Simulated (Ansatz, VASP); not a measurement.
**MnS in VASP and in Ansatz**

```xyz
2
Lattice="0.0000 2.6045 2.6045 2.6045 0.0000 2.6045 2.6045 2.6045 0.0000" Properties=species:S:1:pos:R:3 pbc="T T T"
Mn    0.0000    0.0000    0.0000
S     2.6045    2.6045    2.6045
```

Alike in both runs: functional LDA; k mesh 9 × 9 × 9; occupations fermi-dirac, width 0.05 eV; collinear spin.

|  | VASP | Ansatz |
| --- | --- | --- |
| version | VASP 6.6.1 | Ansatz 0.2.0 |
| potentials or method | VASP PAW LDA potentials, release 64 (Mn_pv, S), cutoff 520 eV | all-electron LAPW, scalar-relativistic |
| task | single point | band structure |

VASP gave:

* gap on the k mesh at the Fermi level (eV): none
* pressure (GPa): -12.4
* net moment per atom (μB): 2.25
* size of the moment on the site where the two differ most (μB): 4.07

**Question.** What did Ansatz give for the same quantities?

**Answer.** gap on the k mesh at the Fermi level (eV): none; pressure (GPa): -11.6; net moment per atom (μB): 2.29; size of the moment on the site where the two differ most (μB): 4.29.

Site moments also hang on the region over which each program counts them. A gap of «none» marks a metal or a gap that the smearing closes. Ansatz ran all-electron here, so the differences hold the error of VASP's frozen core and of both bases.

Caveats: a cell with one magnetic atom can't hold antiferromagnetic order, which such compounds often take; semilocal functionals often make such compounds metallic where correlation or magnetic order opens a gap, which also shifts bond lengths.
